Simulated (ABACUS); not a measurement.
# GaP (F-43m) in ABACUS: further runs, part 2 of 2

ABACUS 3.10.1.

## (3) Single point, TM

Input file run_abacus.py:

```python
"""ABACUS run from a structure file: ASE reads it, the script writes STRU, KPT and INPUT."""
import re
import subprocess
import spglib
from ase import Atoms
from ase.io import read
from ase.units import Bohr

atoms = read("GaP.cif")
cell, frac, numbers = spglib.standardize_cell((atoms.cell[:], atoms.get_scaled_positions(), atoms.numbers), to_primitive=True, symprec=1e-4)
atoms = Atoms(numbers=numbers, cell=cell, scaled_positions=frac, pbc=True)  # the primitive cell
atoms = atoms[(-atoms.numbers).argsort(kind="stable")]  # ABACUS lists atoms element by element
pseudo = {'Ga': 'Ga_ONCV_PBE-1.2.upf', 'P': 'P_ONCV_PBE-1.2.upf'}
orbital = {}
magmoms = None
kmesh = [5, 5, 5]
params = {
    'suffix': 'GaP',
    'calculation': 'scf',
    'basis_type': 'pw',
    'pseudo_dir': './',
    'symmetry': 1,
    'dft_functional': 'MGGA_X_TM+MGGA_C_TM',
    'ecutwfc': 94,
    'pseudo_rcut': 7,
    'nspin': 1,
    'nbands': 19,
    'ks_solver': 'dav',
    'smearing_method': 'fd',
    'smearing_sigma': 0.00367493,
    'scf_thr': 1e-08,
    'scf_nmax': 100,
    'mixing_type': 'broyden',
    'mixing_beta': 0.7,
    'cal_force': 1,
    'cal_stress': 1,
    'mixing_tau': 1,
    'out_chg': 1,
    'out_pot': 2,
    'out_elf': 1,
}

symbols = atoms.get_chemical_symbols()
elements = list(dict.fromkeys(symbols))
lines = ["ATOMIC_SPECIES"] + [f"{e} {atoms.get_masses()[symbols.index(e)]:.4f} {pseudo[e]}" for e in elements]
if orbital:
    lines += ["", "NUMERICAL_ORBITAL"] + [orbital[e] for e in elements]
lines += ["", "LATTICE_CONSTANT", f"{1 / Bohr:.10f}", "", "LATTICE_VECTORS"]
lines += [" ".join(f"{x:.10f}" for x in v) for v in atoms.cell]
lines += ["", "ATOMIC_POSITIONS", "Direct"]
for e in elements:
    lines += ["", e, "0.0", str(symbols.count(e))]
    for i, p in enumerate(atoms.get_scaled_positions(wrap=False)):
        if symbols[i] == e:
            mag = "" if magmoms is None else " mag " + " ".join(str(x) for x in (magmoms[i] if isinstance(magmoms[i], list) else [magmoms[i]]))
            lines.append(" ".join(f"{x:.10f}" for x in p) + " 1 1 1" + mag)
open("STRU", "w").write("\n".join(lines) + "\n")
open("KPT", "w").write("K_POINTS\n0\nGamma\n%d %d %d 0 0 0\n" % tuple(kmesh))
open("INPUT", "w").write("INPUT_PARAMETERS\n" + "".join(f"{k:<20s}{v}\n" for k, v in params.items()))

done = subprocess.run(['mpirun', '-np', '4', 'abacus'])
if done.returncode:
    raise SystemExit(done.returncode)
log = open("OUT.GaP/running_scf.log").read()
print("final energy (eV):", re.findall(r"FINAL_ETOT_IS (\S+)", log))
```

Input file GaP.cif:

```cif
data_GaP
_cell_length_a 5.45050000
_cell_length_b 5.45050000
_cell_length_c 5.45050000
_cell_angle_alpha 90.00000000
_cell_angle_beta 90.00000000
_cell_angle_gamma 90.00000000
_space_group_name_H-M_alt 'F-43m'
_space_group_name_Hall 'F -4 2 3'
_space_group_IT_number 216
loop_
_space_group_symop_operation_xyz
'x,y,z'
'y,-x,-z'
'-x,-y,z'
'-y,x,-z'
'x,-y,-z'
'y,x,z'
'-x,y,-z'
'-y,-x,z'
'z,x,y'
'-z,y,-x'
'z,-x,-y'
'-z,-y,x'
'-z,x,-y'
'z,y,x'
'-z,-x,y'
'z,-y,-x'
'y,z,x'
'-x,-z,y'
'-y,z,-x'
'x,-z,-y'
'-y,-z,x'
'x,z,y'
'y,-z,-x'
'-x,z,-y'
'x,y+1/2,z+1/2'
'y,-x+1/2,-z+1/2'
'-x,-y+1/2,z+1/2'
'-y,x+1/2,-z+1/2'
'x,-y+1/2,-z+1/2'
'y,x+1/2,z+1/2'
'-x,y+1/2,-z+1/2'
'-y,-x+1/2,z+1/2'
'z,x+1/2,y+1/2'
'-z,y+1/2,-x+1/2'
'z,-x+1/2,-y+1/2'
'-z,-y+1/2,x+1/2'
'-z,x+1/2,-y+1/2'
'z,y+1/2,x+1/2'
'-z,-x+1/2,y+1/2'
'z,-y+1/2,-x+1/2'
'y,z+1/2,x+1/2'
'-x,-z+1/2,y+1/2'
'-y,z+1/2,-x+1/2'
'x,-z+1/2,-y+1/2'
'-y,-z+1/2,x+1/2'
'x,z+1/2,y+1/2'
'y,-z+1/2,-x+1/2'
'-x,z+1/2,-y+1/2'
'x+1/2,y,z+1/2'
'y+1/2,-x,-z+1/2'
'-x+1/2,-y,z+1/2'
'-y+1/2,x,-z+1/2'
'x+1/2,-y,-z+1/2'
'y+1/2,x,z+1/2'
'-x+1/2,y,-z+1/2'
'-y+1/2,-x,z+1/2'
'z+1/2,x,y+1/2'
'-z+1/2,y,-x+1/2'
'z+1/2,-x,-y+1/2'
'-z+1/2,-y,x+1/2'
'-z+1/2,x,-y+1/2'
'z+1/2,y,x+1/2'
'-z+1/2,-x,y+1/2'
'z+1/2,-y,-x+1/2'
'y+1/2,z,x+1/2'
'-x+1/2,-z,y+1/2'
'-y+1/2,z,-x+1/2'
'x+1/2,-z,-y+1/2'
'-y+1/2,-z,x+1/2'
'x+1/2,z,y+1/2'
'y+1/2,-z,-x+1/2'
'-x+1/2,z,-y+1/2'
'x+1/2,y+1/2,z'
'y+1/2,-x+1/2,-z'
'-x+1/2,-y+1/2,z'
'-y+1/2,x+1/2,-z'
'x+1/2,-y+1/2,-z'
'y+1/2,x+1/2,z'
'-x+1/2,y+1/2,-z'
'-y+1/2,-x+1/2,z'
'z+1/2,x+1/2,y'
'-z+1/2,y+1/2,-x'
'z+1/2,-x+1/2,-y'
'-z+1/2,-y+1/2,x'
'-z+1/2,x+1/2,-y'
'z+1/2,y+1/2,x'
'-z+1/2,-x+1/2,y'
'z+1/2,-y+1/2,-x'
'y+1/2,z+1/2,x'
'-x+1/2,-z+1/2,y'
'-y+1/2,z+1/2,-x'
'x+1/2,-z+1/2,-y'
'-y+1/2,-z+1/2,x'
'x+1/2,z+1/2,y'
'y+1/2,-z+1/2,-x'
'-x+1/2,z+1/2,-y'
loop_
_atom_site_label
_atom_site_type_symbol
_atom_site_symmetry_multiplicity
_atom_site_Wyckoff_symbol
_atom_site_fract_x
_atom_site_fract_y
_atom_site_fract_z
_atom_site_occupancy
Ga1 Ga 4 a 0.0000000000 0.0000000000 0.0000000000 1
P1 P 4 c 0.2500000000 0.2500000000 0.2500000000 1
```

Potentials or basis: SG15 ONCV 1.2 PBE, plane waves.

The run is started by

```console
> OMP_NUM_THREADS=1 python run_abacus.py > log
```

running log:

```text
ABACUS v3.10.1

               Atomic-orbital Based Ab-initio Computation at UStc

 ------------------------------------------------------------------------------------

 READING GENERAL INFORMATION
                           global_out_dir = OUT.GaP/
                           global_in_card = INPUT
                               pseudo_dir = ./
                              orbital_dir =
                                    DSIZE = 4
                                    GSIZE = 1

 READING UNITCELL INFORMATION
                                    ntype = 2
                  lattice constant (Bohr) = 1.88973
              lattice constant (Angstrom) = 1

 READING ATOM TYPE 1
                               atom label = Ga
                      L=0, number of zeta = 1
                      L=1, number of zeta = 1
                      L=2, number of zeta = 1
             number of atom for this type = 1

 READING ATOM TYPE 2
                               atom label = P
                      L=0, number of zeta = 1
                      L=1, number of zeta = 1
                      L=2, number of zeta = 1
             number of atom for this type = 1

                        TOTAL ATOM NUMBER = 2
DIRECT COORDINATES
[... 320 lines left out ...]
----------------------------------------------------------
 E_KohnSham     -144.1897391411      -1961.8020454521
 E_KS(sigma->0) -144.1897391403      -1961.8020454423
 E_Harris       -144.1897888596      -1961.8027219071
 E_band         -3.4268121384        -46.6241710574
 E_one_elec     -77.3504595358       -1052.4069926051
 E_Hartree      50.7071432400        689.9060773663
 E_xc           -21.0687990170       -286.6557166482
 E_Ewald        -96.4776238268       -1312.6454135455
 E_entropy(-TS) -0.0000000014        -0.0000000197
 E_descf        0.0000000000         0.0000000000
 E_exx          0.0000000000         0.0000000000
 E_Fermi        0.6152603586         8.3710466305
----------------------------------------------------------

 charge density convergence is achieved
 final etot is -1961.8020455 eV
 EFERMI = 8.3710466305 eV
The vacuum level is 9.9008127987 eV

 STATE ENERGY(eV) AND OCCUPATIONS    NSPIN == 1
 1/10 kpoint (Cartesian) = 0.0000 0.0000 0.0000 (1063 pws)
       1       -6.70769      0.0160000
       2       -6.70769      0.0160000
       3       -6.70769      0.0160000
       4       -6.61014      0.0160000
       5       -6.61014      0.0160000
       6       -4.91004      0.0160000
[... 104 lines left out ...]
       6       -2.53138       0.384000
[... 11 lines left out ...]
      18        23.5272        0.00000
      19        24.3142        0.00000

[... levels at 4 further k points ...]

------------------------------------------------------------------------------------------
 TOTAL-FORCE (eV/Angstrom)
------------------------------------------------------------------------------------------
                       Ga1         0.0000000000         0.0000000000         0.0000000000
                        P1         0.0000000000         0.0000000000         0.0000000000
------------------------------------------------------------------------------------------

----------------------------------------------------------------
 TOTAL-STRESS (KBAR)
----------------------------------------------------------------
       -11.9018529575         0.0000000000        -0.0000000000
        -0.0000000000       -11.9018529575         0.0000000000
        -0.0000000000         0.0000000000       -11.9018529575
----------------------------------------------------------------
 TOTAL-PRESSURE: -11.901853 KBAR

 --------------------------------------------
 !FINAL_ETOT_IS -1961.8020454521472402 eV
 --------------------------------------------
```

INPUT:

```text
INPUT_PARAMETERS
suffix              GaP
calculation         scf
basis_type          pw
pseudo_dir          ./
symmetry            1
dft_functional      MGGA_X_TM+MGGA_C_TM
ecutwfc             94
pseudo_rcut         7
nspin               1
nbands              19
ks_solver           dav
smearing_method     fd
smearing_sigma      0.00367493
scf_thr             1e-08
scf_nmax            100
mixing_type         broyden
mixing_beta         0.7
cal_force           1
cal_stress          1
mixing_tau          1
out_chg             1
out_pot             2
out_elf             1
```

Wall time 19 s (4 MPI ranks of Intel Xeon 6975P-C (Granite Rapids), shared host); peak memory 0.36 GiB.

Results:

```yaml
Free_energy: -1961.8020 eV
Pressure: -1.2 GPa
Band_gap_on_the_k_mesh: 1.56 eV, indirect (least direct gap 2.01 eV)
```

Caveat: the potentials were made for another functional, which shifts forces and pressure; an odd mesh through Γ misses points on the zone boundary, where band edges often lie.

## (4) Relaxation of cell and atoms, TM

Input file INPUT:

```
INPUT_PARAMETERS
suffix              GaP
calculation         cell-relax
basis_type          pw
pseudo_dir          ./
latname             fcc
symmetry            1
dft_functional      MGGA_X_TM+MGGA_C_TM
ecutwfc             94
pseudo_rcut         7
nspin               1
nbands              13
ks_solver           dav
smearing_method     fd
smearing_sigma      0.00367493
scf_thr             1e-08
scf_nmax            100
mixing_type         broyden
mixing_beta         0.7
cal_force           1
cal_stress          1
mixing_tau          1
relax_nmax          60
force_thr_ev        0.005
relax_method        cg
out_stru            1
stress_thr          0.5
kpar                4
```

Input file STRU:

```
ATOMIC_SPECIES
Ga 69.7230 Ga_ONCV_PBE-1.2.upf
P 30.9738 P_ONCV_PBE-1.2.upf

LATTICE_CONSTANT
10.2999522423

ATOMIC_POSITIONS
Direct

Ga
0.0
1
0.0000000000 0.0000000000 0.0000000000 1 1 1

P
0.0
1
0.2500000000 0.2500000000 0.2500000000 1 1 1
```

Input file KPT:

```
K_POINTS
0
Gamma
5 5 5 0 0 0
```

The run is started by

```console
> OMP_NUM_THREADS=1 mpirun -np 4 abacus > log
```

It took 29 s on 4 MPI ranks of Intel Xeon 6975P-C (Granite Rapids), shared host; peak memory 0.44 GiB.

The run converged. Its results:

- Free energy: -1961.8043 eV
- Relaxed volume: 19.95 Å³/atom
- Relaxed cell: a = 3.835 Å, b = 3.835 Å, c = 3.835 Å, α = 60.00°, β = 60.00°, γ = 60.00°
- Space group after relaxing (to 0.05 Å): F-43m (No. 216)
- Energy gained by relaxing: 1.1 meV/atom
- Ionic steps: 3
- Pressure after relaxing: 0.0 GPa
- Band gap on the k mesh: 1.53 eV, indirect (least direct gap 2.13 eV)

Step by step:
```tsv
step	energy change (eV)	largest force (eV/Å)	pressure (GPa)	volume (Å³)
1	0.0000	0.0000	-1.19	40.48
2	-0.0015	0.0000	0.67	39.58
3	-0.0022	0.0000	0.00	39.89
```

Final structure:
```yaml
crystal:
  lattice:
    - [-2.71198, 0.00000, 2.71198]
    - [0.00000, 2.71198, 2.71198]
    - [-2.71198, 2.71198, 0.00000]
  atoms:
    - { symbol: Ga, position: [0.00000, 0.00000, 0.00000] }
    - { symbol: P, position: [0.25000, 0.25000, 0.25000] }
```

Levels at points of the mesh, in eV from the valence-band top:
```csv
k point,band 5,band 6,band 7,band 8,band 9,band 10,band 11,band 12,band 13
"(0.00, 0.00, 0.00)",-14.24,-12.63,0.00,0.00,0.00,2.13,3.96,3.96,3.96
```

Caveat: the potentials were made for another functional, which shifts forces and pressure; an odd mesh through Γ misses points on the zone boundary, where band edges often lie.

## (5) Summary

```tsv
task	level	potentials or basis	cell	k mesh	cutoff (eV)	radial cutoff of the potentials (pseudo_rcut)	max steps of the relaxation	force threshold	optimiser	stress threshold	gap on the mesh (eV)	pressure (GPa)
single point	HCTH407	PseudoDojo NC SR 0.5 PBE stringent, plane waves	as given	6 × 6 × 6	1551	10 bohr	-	-	-	-	2.00	3.1
single point	TM	SG15 ONCV 1.2 PBE, plane waves	as given	5 × 5 × 5	1279	7 bohr	-	-	-	-	1.56	-1.2
relaxation of cell and atoms	TM	SG15 ONCV 1.2 PBE, plane waves	relaxed	5 × 5 × 5	1279	7 bohr	60	0.005 eV/Å	cg	0.5 kbar	1.53	0.0
```

Alike in all rows: no spin polarisation; smearing fermi-dirac 0.05 eV.

Caveats: the potentials were made for another functional, which shifts forces and pressure; an odd mesh through Γ misses points on the zone boundary, where band edges often lie (some runs).

Total energies depend on the potentials used, so only differences within one code and one set of settings carry meaning.

## (6) Comparison with measurements

Step 2. A measured gap of GaP is 2.34 eV (indirect; 10 K; quoted in “Stacking defects in GaP nanowires: Electronic structure and optical properties”, 2018, arxiv:1810.01194); the calculated 2.00 eV misses it by -0.34 eV. Spin-orbit coupling on Ga is left out. The value is that of HCTH407 on a finite k mesh, which can miss the band edges, without temperature or zero-point motion.

Step 3. The gap isn't set beside the deposited one, since this odd mesh misses points on the zone boundary.
